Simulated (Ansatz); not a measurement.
# Si2Mo (P6_222) in Ansatz: a series of runs

The runs below take Si2Mo through relaxation of cell and atoms, with PBEsol, PBEsol+D3(BJ), PBEsol+D3(BJ)-ATM, PBEsol+D4, PBEsol+U.

Everything below comes from runs of Ansatz 0.2.0. Logs are shortened: lines on timing, memory, paths and dates and some standing lists are left out, and cuts for length are marked.

### Step 1. The crystal as given

The structure is hexagonal, space group P6_222 (No. 180). The conventional cell has a = 4.585 Å, b = 4.585 Å, c = 6.580 Å, α = 90.00°, β = 90.00°, γ = 120.00°. Mo (site symmetry 222) is surrounded by 10 Si at 2.57 to 2.67 Å. Around Si (site symmetry 2) lie 5 Si at 2.55 to 2.67 Å and 5 Mo at 2.57 to 2.67 Å.

Measurements of this composition are mostly on another form, of space group No. 139.

### Step 2. Relaxation of cell and atoms, PBEsol

The input, input.yaml:

```yaml
crystal:
  lattice:
    - [4.5854715599, 0.0, 0.0]
    - [-2.29273578, 3.9711348592, 0.0]
    - [0.0, 0.0, 6.5797601]
  atoms:
    - { symbol: Mo, position: [0.5, 0.5, 0.8333333333] }
    - { symbol: Mo, position: [0.0, 0.5, 0.1666666667] }
    - { symbol: Mo, position: [0.5, 0.0, 0.5] }
    - { symbol: Si, position: [0.16387298, 0.32774596, 0.5] }
    - { symbol: Si, position: [0.67225404, 0.83612702, 0.1666666667] }
    - { symbol: Si, position: [0.83612702, 0.16387298, 0.8333333333] }
    - { symbol: Si, position: [0.83612702, 0.67225404, 0.5] }
    - { symbol: Si, position: [0.32774596, 0.16387298, 0.1666666667] }
    - { symbol: Si, position: [0.16387298, 0.83612702, 0.8333333333] }
hamiltonian:
  xc: pbesol
  pseudopotentials: { kind: paw }
kpoints:
  mp_grid: { grid: [7, 7, 4] }
scf:
  occupations: { method: fermi_dirac, width: 0.05 }
output:
  forces: true
  stress: true
  eigenvalues: true
relax:
  f_tol: 0.01
  max_steps: 40
  cell: { stress_tol: 0.05 }
```

Potentials or basis: Ansatz PAW.

On the command line:

```
$ ansatz run input.yaml --threads 4 --pin off --max-ram 11264MiB --backend cpu --events-out ev --progress --plain --runs-dir out
```

The program printed:

```text
Warning: RAYON_NUM_THREADS=4 ignored (pool sized by the plan → 4); use --threads N
Engine: ansatz 0.2.0, aarch64-unknown-linux-gnu
Pseudopotentials: kind: paw
Pseudopotential: Mo, paw, valence charge 14, recommended cutoff 420 eV (normal), Mo.paw.azcp
Pseudopotential: Si, paw, valence charge 4, recommended cutoff 420 eV (normal), Si.paw.azcp
Functional definition: PBEsol
  exchange = pbesol_x
  correlation = pbesol_c
Crystal: 9 atoms, lattice volume = 119.814 Å³
Basis set: ecut = 420 eV, 2331 PW (Γ), exchange–correlation on 64×64×90 points (8 copies of the dense FFT grid, shifted against one another)
Bands: 42, of which v1, the nominal top of the filled ones, is band 33 counted from 1 (32 counted from 0)
Symmetry: 12 space group operations
Space group: P6222 (ITA 180), of the structure as read, at distance tolerance 4.9e-5 Å
k-points: 24 of 196 (time reversal used)
Non-local potential: Mo, projectors of the file, l = 0: 3, l = 1: 2, l = 2: 2, l = 3: 1
Non-local potential: Si, projectors of the file, l = 0: 2, l = 1: 2, l = 2: 2
PAW form: soft (Blöchl's): semilocal exchange-correlation on the pseudo side does not see the compensation charge
PAW frozen core: Mo, regenerated for the run's functional, and the local potential with it (the file was generated under x = pbe(κ = 0.804, μ = 0.2195149727645171), c = pbe(β = 0.06672455060314922))
PAW frozen core: Si, regenerated for the run's functional, and the local potential with it (the file was generated under x = pbe(κ = 0.804, μ = 0.2195149727645171), c = pbe(β = 0.06672455060314922))
PAW one-centre angular grid: Mo, 590 points (default); XC on 64 Gauss nodes
PAW one-centre angular grid: Si, 110 points (default); XC on 64 Gauss nodes
Initial density: superposition of atomic densities (neutral atoms: chi_scale 0, normalization atom), corrected by the library's trained network
Initial wavefunctions: pseudopotential atomic-orbital guess
Functional: x = pbesol(κ = 0.804, μ = 0.12345679012345678), c = pbesol(β = 0.046)
SCF iter   1: F=—  HF=-18426.550769 eV  |F-HF|=—  |Δ(HF+E_count)|=         —  Δρ=6.61e-3  dr2=4.47e-2  ethr=1.77e-3  ⟨swp⟩=7.6  Hψ=4431  notcnv=0
preconditioner: auto → Resta (q_TF=auto, 2.470 Å⁻¹)  ε∞=10.3  [insulator: Δε(μ)=0.274 eV  Ē_g=7.218 eV  σ=0.050 eV  W_gap=0.88  n_scr=22 (ndim 8)  ℏωp=22.0 eV  f_vac=0.000  D(μ)=0.15/eV (n_scr^D=0)  ε∞_Penn≈10.3]
SCF iter   2: F=—  HF=-18426.547052 eV  |F-HF|=—  |Δ(HF+E_count)|=   3.72e-3  Δρ=3.44e-3  dr2=8.67e-3  ethr=6.77e-5  ⟨swp⟩=1.3  Hψ=1215  notcnv=0
SCF iter   3: F=—  HF=-18426.546011 eV  |F-HF|=—  |Δ(HF+E_count)|=   1.04e-3  Δρ=5.27e-4  dr2=2.88e-4  ethr=1.31e-5  ⟨swp⟩=2.6  Hψ=1404  notcnv=0
SCF iter   4: F=—  HF=-18426.545975 eV  |F-HF|=—  |Δ(HF+E_count)|=   3.59e-5  Δρ=6.79e-5  dr2=2.84e-6  ethr=4.36e-7  ⟨swp⟩=2.4  Hψ=1363  notcnv=0
SCF iter   5: F=—  HF=-18426.545875 eV  |F-HF|=—  |Δ(HF+E_count)|=   1.00e-4  Δρ=8.75e-6  dr2=4.21e-8  ethr=1.52e-10  ⟨swp⟩=8.5  Hψ=5012  notcnv=0
SCF iter   6: F=-18426.545875 eV  HF=-18426.545875 eV  |F-HF|=8.33e-10  |Δ(HF+E_count)|=   2.81e-9  Δρ=1.29e-6  dr2=1.82e-9  ethr=6.37e-11  ⟨swp⟩=2.0  Hψ=2870  notcnv=0
SCF 1 converged in 6 iterations: F = -18426.545875 eV  dr2 = 1.82e-9
relax step   1: F+E_penalty+E_count = -18426.54587490 eV  Δ(F+E_penalty+E_count) = +0.000e0 eV  max|allowed force component| = 4.120e-2 eV/Å  Δτ_max = 0.0000 Å  P = -1.495 GPa  Ω = 119.814 Å³  (6 SCF iters, dr2 threshold 1.00e-7 eV, accepted)
Crystal: 9 atoms, lattice volume = 118.757 Å³
Initial density: handed on by an earlier stage of this run
Initial wavefunctions: those handed on with the density
iter 1 solved again at ethr=5.37e-7 eV; its pass at ethr=3.10e-3 eV (dr2=3.55e-4 eV) is discarded
SCF iter   1: F=—  HF=-18426.550018 eV  |F-HF|=—  |Δ(HF+E_count)|=         —  Δρ=5.32e-4  dr2=3.43e-4  ethr=5.37e-7  ⟨swp⟩=2.3  Hψ=4799  notcnv=0
preconditioner: auto → Resta (q_TF=auto, 2.474 Å⁻¹)  ε∞=10.2  [insulator: Δε(μ)=0.258 eV  Ē_g=7.285 eV  σ=0.050 eV  W_gap=0.86  n_scr=22 (ndim 8)  ℏωp=22.1 eV  f_vac=0.000  D(μ)=0.17/eV (n_scr^D=0)  ε∞_Penn≈10.2]
SCF iter   2: F=—  HF=-18426.549865 eV  |F-HF|=—  |Δ(HF+E_count)|=   1.52e-4  Δρ=2.92e-4  dr2=7.66e-5  ethr=5.20e-7  ⟨swp⟩=1.4  Hψ=1065  notcnv=0
SCF iter   3: F=—  HF=-18426.549848 eV  |F-HF|=—  |Δ(HF+E_count)|=   1.72e-5  Δρ=4.46e-5  dr2=1.85e-6  ethr=1.16e-7  ⟨swp⟩=2.5  Hψ=1425  notcnv=0
iter 4 did not close the SCF: its close was put off for the readings that it lacked (scf_convergence_deferred on its scf_iter line)
SCF iter   4: F=-18426.549848 eV  HF=-18426.549848 eV  |F-HF|=7.78e-9  |Δ(HF+E_count)|=   3.01e-7  Δρ=6.88e-6  dr2=3.38e-8  ethr=2.80e-9  ⟨swp⟩=2.3  Hψ=1440  notcnv=0
iter 5 did not close the SCF: its close was put off for the readings that it lacked (scf_convergence_deferred on its scf_iter line)
SCF iter   5: F=-18426.549848 eV  HF=-18426.549848 eV  |F-HF|=8.37e-11  |Δ(HF+E_count)|=   4.23e-9  Δρ=6.83e-7  dr2=3.31e-10  ethr=5.11e-11  ⟨swp⟩=2.5  Hψ=1494  notcnv=0
SCF iter   6: F=-18426.549848 eV  HF=-18426.549848 eV  |F-HF|=7.28e-12  |Δ(HF+E_count)|=  3.64e-11  Δρ=1.03e-7  dr2=1.37e-11  ethr=1.00e-12  ⟨swp⟩=1.0  Hψ=2401  notcnv=0
SCF 2 converged in 6 iterations: F = -18426.549848 eV  dr2 = 1.37e-11
relax step   2: F+E_penalty+E_count = -18426.54984792 eV  Δ(F+E_penalty+E_count) = -3.973e-3 eV  max|allowed force component| = 8.614e-3 eV/Å  Δτ_max = 0.0028 Å  P = +0.459 GPa  Ω = 118.757 Å³  energy of the carried Pulay correction = +2.261e-4 eV  (6 SCF iters, dr2 threshold 9.00e-7 eV, accepted)
Crystal: 9 atoms, lattice volume = 119.003 Å³
iter 1 solved again at ethr=2.86e-8 eV; its pass at ethr=3.10e-3 eV (dr2=1.88e-5 eV) is discarded
[... 18 lines left out ...]
SCF iter   3: F=—  HF=-18426.550008 eV  |F-HF|=—  |Δ(HF+E_count)|=  9.09e-10  Δρ=1.50e-6  dr2=4.05e-10  ethr=4.80e-12  ⟨swp⟩=2.0  Hψ=1800  notcnv=0
iter 4 did not close the SCF: its close was put off for the readings that it lacked (scf_convergence_deferred on its scf_iter line)
SCF iter   4: F=-18426.550008 eV  HF=-18426.550008 eV  |F-HF|=3.64e-12  |Δ(HF+E_count)|=  2.80e-10  Δρ=8.59e-8  dr2=3.44e-12  ethr=1.00e-12  ⟨swp⟩=2.0  Hψ=1080  notcnv=0
iter 5 did not close the SCF: its close was put off for the readings that it lacked (scf_convergence_deferred on its scf_iter line)
SCF iter   5: F=-18426.550008 eV  HF=-18426.550008 eV  |F-HF|=0.00e0  |Δ(HF+E_count)|=  7.28e-12  Δρ=9.28e-9  dr2=6.58e-14  ethr=1.00e-12  ⟨swp⟩=1.0  Hψ=1008  notcnv=0
iter 6 did not close the SCF: its close was put off for the readings that it lacked (scf_convergence_deferred on its scf_iter line)
SCF iter   6: F=-18426.550008 eV  HF=-18426.550008 eV  |F-HF|=0.00e0  |Δ(HF+E_count)|=  7.28e-12  Δρ=1.67e-9  dr2=2.32e-15  ethr=1.00e-12  ⟨swp⟩=1.0  Hψ=1008  notcnv=0
iter 7 did not close the SCF: its close was put off for the readings that it lacked (scf_convergence_deferred on its scf_iter line)
SCF iter   7: F=-18426.550008 eV  HF=-18426.550008 eV  |F-HF|=7.28e-12  |Δ(HF+E_count)|=  7.28e-12  Δρ=4.09e-10  dr2=1.36e-16  ethr=1.00e-12  ⟨swp⟩=1.0  Hψ=1008  notcnv=0
SCF iter   8: F=-18426.550008 eV  HF=-18426.550008 eV  |F-HF|=0.00e0  |Δ(HF+E_count)|=  3.64e-12  Δρ=1.34e-10  dr2=4.51e-17  ethr=1.00e-12  ⟨swp⟩=1.1  Hψ=2150  notcnv=0
SCF 4 converged in 8 iterations: F = -18426.550008 eV  dr2 = 4.51e-17
relax step   4: F+E_penalty+E_count = -18426.55000803 eV  Δ(F+E_penalty+E_count) = +1.472e-4 eV  max|allowed force component| = 9.281e-4 eV/Å  Δτ_max = 0.0000 Å  P = -0.005 GPa  Ω = 119.003 Å³  stress off target by 7.17e-3 GPa  SCF on the basis re-selected at this cell (its energy is not comparable with the rows above)  (8 SCF iters)
basis re-selected at this cell: Δ(F+E_penalty+E_count) = +1.472e-4 eV, ΔP = -0.002 GPa vs the last step (what re-selecting the basis moved, of the pressure what is left beyond the Pulay correction that the steps carried, after the strain that the cell walked since its last selection, with what the two solves' SCF thresholds leave and, on support functions, any second-order correction that the steps lacked; it is no measure of the basis error at this ecutwfc). This SCF's stress stands 7.17e-3 GPa from its target on what of the cell is left free (relax.cell.stress_tol is 5.00e-2 GPa) and its largest allowed force component is 9.28e-4 eV/Å (relax.f_tol is 1.00e-2 eV/Å): within both
SCF converged after 8 iterations
Free energy (F): -18426.550008 eV
Harris-Foulkes:  -18426.550008 eV  (|F-HF|=0.00e0)
Internal energy: -18426.548204 eV  (E = F + TS)
E sigma→0 (E₀):  -18426.549106 eV
Entropy (-TS):   -0.001804 eV (-0.200 meV/atom)
Fermi energy:    16.719904 eV
--- Per-component energies (eV) ---
  E_band       = -124.697405
  E_kinetic    = 1598.655767
  E_local      = -3416.911553  (includes V_loc(G=0)·N_el)
  E_nonlocal   = 585.384918
  E_hartree    = 1273.568031
  E_xc         = -891.431819
  E_vxc        = -987.782145  (∫ρ·V_xc dr)
  E_paw        = -12425.610047  (= ΣΔE_a)
  E_vpaw       = -451.180555  (= ΣTr[D̂ρ^β])
  E_aug_tail   = 0.000101  (compensation charges beyond the density's cutoff)
  E_ewald      = -5151.020863
  E_core_change = 0.817262  (= ΣΔE_core)
  E_smearing   = -0.001804  (= −TS)
  E_closure    = -0.000000  (closes the sum)
  Σ components = -18426.550008   (vs F -18426.550008, Δ=0.00e0)
--- Forces (eV/Å), atoms counted from 1 ---
  atom   1  Mo     0.00000000     0.00000000    -0.00000000
  atom   2  Mo    -0.00000000     0.00000000    -0.00000000
  atom   3  Mo     0.00000000    -0.00000000     0.00000000
  atom   4  Si    -0.00000000     0.00092814    -0.00000000
  atom   5  Si    -0.00080379    -0.00046407    -0.00000000
  atom   6  Si    -0.00080379     0.00046407     0.00000000
  atom   7  Si     0.00000000    -0.00092814     0.00000000
  atom   8  Si     0.00080379     0.00046407     0.00000000
  atom   9  Si     0.00080379    -0.00046407    -0.00000000
  max |Σ_I F_I| component: 9.56e-17 eV/Å
--- Stress (GPa, compression-positive) ---
       -0.004408      -0.000000       0.000000
       -0.000000      -0.004408       0.000000
        0.000000       0.000000      -0.007172
  P = ⅓ Tr σ = -0.0053 GPa (-0.053 kbar)
--- Band table (eV; the first three rows and the last of 24) ---
  k-point 0: bands = ["-44.3488", "-44.3171", "-44.3171", "-18.6265", "-18.6242", "-18.6242", "-18.6129", "-18.6129", "-18.5227", "-18.4629", "-18.4629", "-18.4454", "2.5804", "5.6789", "5.6789", "9.3288", "10.0468", "10.0468", "10.6105", "10.6105", "11.4227", "11.7112", "11.7112", "12.0437", "12.9741", "12.9741", "13.4098", "13.4098", "13.6476", "13.6476", "13.9503", "14.5661", "15.8501", "18.6986", "19.0687", "19.0687", "19.2027", "19.2122", "19.4671", "19.4671", "19.7101", "19.7101"]
  k-point 1: bands = ["-44.3459", "-44.3276", "-44.3095", "-18.6636", "-18.6240", "-18.6180", "-18.6010", "-18.5678", "-18.5249", "-18.4999", "-18.4626", "-18.4330", "2.8114", "4.4831", "6.8616", "9.5118", "9.9319", "10.1206", "10.2369", "10.9485", "11.1051", "11.3117", "11.4540", "11.5556", "13.1273", "13.1686", "13.3150", "13.5628", "13.8504", "14.2684", "14.2776", "14.6278", "16.2461", "18.7318", "18.8170", "18.9895", "19.1406", "19.2237", "19.2294", "19.2756", "19.5624", "19.5693"]
  k-point 2: bands = ["-44.3382", "-44.3382", "-44.3067", "-18.6777", "-18.6283", "-18.6020", "-18.6020", "-18.5234", "-18.5234", "-18.5082", "-18.5082", "-18.4218", "3.4755", "3.4755", "7.5859", "9.3184", "9.9317", "9.9317", "10.1023", "10.9064", "10.9064", "11.4357", "11.4357", "11.5504", "13.0659", "13.0865", "13.0865", "13.0920", "14.3557", "14.3557", "14.6046", "15.9485", "15.9485", "18.5668", "18.9941", "19.0055", "19.0055", "19.2687", "19.3002", "19.3002", "19.4391", "19.4391"]
  k-point 23: bands = ["-44.3377", "-44.3252", "-44.3194", "-18.6746", "-18.6619", "-18.6560", "-18.5823", "-18.5647", "-18.5494", "-18.4636", "-18.4598", "-18.4211", "5.3368", "5.4353", "6.0699", "6.9685", "7.2642", "8.4839", "10.4240", "10.5997", "11.1764", "11.8610", "12.7708", "12.8165", "13.2260", "13.2317", "13.4229", "13.5537", "14.4437", "14.8318", "15.0459", "15.3798", "16.1559", "17.2825", "17.7183", "17.8971", "18.4338", "18.5447", "18.7004", "18.8424", "19.2893", "19.9634"]
--- Relaxed structure (3 steps of the walk, 3 accepted, 1 SCFs on fresh bases) ---
  F+E_penalty+E_count = -18426.55000803 eV   max|allowed force component| = 9.281e-4 eV/Å   (the final SCF, on the basis selected at the relaxed cell)
  cell:  # Å, volume = 119.0027 Å³
    - [4.5747238728554285, 2.8799952012967046e-11, 0.0]
    - [-2.2873619364526556, 3.9618270891775342, 0.0]
    - [4.2841341495596913e-35, 0.0, 6.565933363684317]
  atoms:
    - { symbol: Mo, position: [0.5, 0.5000000000000001, 0.8333333333333335] }
    - { symbol: Mo, position: [5.551115123125783e-17, 0.5000000000000001, 0.16666666666666669] }
    - { symbol: Mo, position: [0.5, 2.8818856219073844e-20, 0.5] }
    - { symbol: Si, position: [0.16416438558841437, 0.32832877117682874, 0.5] }
    - { symbol: Si, position: [0.6716712288231714, 0.8358356144115858, 0.16666666666666669] }
    - { symbol: Si, position: [0.8358356144115857, 0.16416438558841434, 0.8333333333333335] }
    - { symbol: Si, position: [0.8358356144115858, 0.6716712288231715, 0.5] }
    - { symbol: Si, position: [0.3283287711768286, 0.1641643855884143, 0.16666666666666669] }
    - { symbol: Si, position: [0.16416438558841434, 0.8358356144115858, 0.8333333333333335] }
```

Wall time 14 s (4 threads of Arm Neoverse V2, shared host); peak memory 0.47 GiB.

What came out:

- Free energy: -18426.5500 eV
- Relaxed volume: 13.22 Å³/atom
- Relaxed cell: a = 4.575 Å, b = 4.575 Å, c = 6.566 Å, α = 90.00°, β = 90.00°, γ = 120.00°
- Space group after relaxing (to 0.05 Å): P6_222 (No. 180)
- Energy gained by relaxing: 0.5 meV/atom
- Ionic steps: 4
- Pressure after relaxing: 0.0 GPa
- Band gap on the k mesh: 0.26 eV, indirect (least direct gap 0.63 eV)

Step by step:
| step | energy change (eV) | largest force (eV/Å) | volume (Å³) |
| --- | --- | --- | --- |
| 1 | 0.0000 | 0.0412 | 119.81 |
| 2 | -0.0040 | 0.0086 | 118.76 |
| 3 | -0.0043 | 0.0009 | 119.00 |
| 4 | -0.0041 | 0.0009 | 119.00 |

Final structure:
```
Mo Si
1.0
     4.57472    0.00000    0.00000
    -2.28736    3.96183    0.00000
     0.00000    0.00000    6.56593
Mo Si
3 6
Direct
  0.50000 0.50000 0.83333
  0.00000 0.50000 0.16667
  0.50000 0.00000 0.50000
  0.16416 0.32833 0.50000
  0.67167 0.83584 0.16667
  0.83584 0.16416 0.83333
  0.83584 0.67167 0.50000
  0.32833 0.16416 0.16667
  0.16416 0.83584 0.83333
```

Levels at points of the mesh, in eV from the valence-band top:
```tsv
k point	band 30	band 31	band 32	band 33	band 34	band 35	band 36	band 37
(0.00, 0.00, 0.00)	-2.94	-2.64	-2.02	-0.74	2.11	2.48	2.48	2.61
(0.00, 0.00, -0.50)	-2.23	-1.99	-0.64	-0.64	1.98	2.40	2.42	2.42
```

Caveat: odd divisions of the mesh miss points on the zone boundary, where band edges often lie, so the gap on the mesh can be too wide; the plane-wave basis is chosen anew once the cell has moved, so the energies of steps on either side of that aren't comparable; the PAW data sets come from PBE, with cores solved anew for the run's functional, which leaves a small shift of forces and pressure.

### Step 3. Relaxation of cell and atoms, PBEsol+D3(BJ)

input.yaml: that of step 2 with these lines changed.

```diff
@@ -18,2 +18,3 @@
   pseudopotentials: { kind: paw }
+  dispersion: d3bj
 kpoints:
```

Potentials or basis: Ansatz PAW.

On the command line:

```
$ ansatz run input.yaml --threads 4 --pin off --max-ram 11264MiB --backend cpu --events-out ev --progress --plain --runs-dir out
```

Wall time 17 s (4 threads of Arm Neoverse V2, shared host); peak memory 0.47 GiB.

Results (log left out):

```
Free energy                            : -18431.4411 eV
Relaxed volume                         : 12.84 Å³/atom
Relaxed cell                           : a = 4.527 Å, b = 4.527 Å, c = 6.509 Å, α = 90.00°, β = 90.00°, γ = 120.00°
Space group after relaxing (to 0.05 Å) : P6_222 (No. 180)
Energy gained by relaxing              : 12.3 meV/atom
Ionic steps                            : 5
Pressure after relaxing                : 0.0 GPa
Band gap on the k mesh                 : 0.25 eV, indirect (least direct gap 0.67 eV)
```

Forces on the atoms (eV/Å):
```
Mo   0.000  0.000  0.000
Mo   0.000  0.000  0.000
Mo   0.000  0.000  0.000
Si   0.000 -0.003  0.000
Si   0.002  0.001  0.000
Si   0.002 -0.001  0.000
Si   0.000  0.003  0.000
Si  -0.002 -0.001  0.000
Si  -0.002  0.001  0.000
```

Step by step:
```tsv
step	energy change (eV)	largest force (eV/Å)	volume (Å³)
1	0.0000	0.0425	119.81
2	-0.1005	0.0724	114.30
3	-0.1111	0.0087	115.62
4	-0.1112	0.0028	115.54
5	-0.1104	0.0028	115.54
```

Final structure:
```
Mo Si
1.0
     4.52727    0.00000    0.00000
    -2.26363    3.92073    0.00000
     0.00000    0.00000    6.50942
Mo Si
3 6
Direct
  0.50000 0.50000 0.83333
  0.00000 0.50000 0.16667
  0.50000 0.00000 0.50000
  0.16413 0.32826 0.50000
  0.67174 0.83587 0.16667
  0.83587 0.16413 0.83333
  0.83587 0.67174 0.50000
  0.32826 0.16413 0.16667
  0.16413 0.83587 0.83333
```

Levels at points of the mesh, in eV from the valence-band top:
| k point | band 30 | band 31 | band 32 | band 33 | band 34 | band 35 | band 36 | band 37 |
| --- | --- | --- | --- | --- | --- | --- | --- | --- |
| (0.00, 0.00, 0.00) | -3.00 | -2.67 | -2.04 | -0.79 | 2.20 | 2.58 | 2.58 | 2.69 |
| (0.00, 0.00, -0.50) | -2.26 | -1.99 | -0.68 | -0.68 | 2.10 | 2.51 | 2.57 | 2.57 |

Caveat: odd divisions of the mesh miss points on the zone boundary, where band edges often lie, so the gap on the mesh can be too wide; the plane-wave basis is chosen anew once the cell has moved, so the energies of steps on either side of that aren't comparable; the PAW data sets come from PBE, with cores solved anew for the run's functional, which leaves a small shift of forces and pressure.

[end of part 1 of 3]
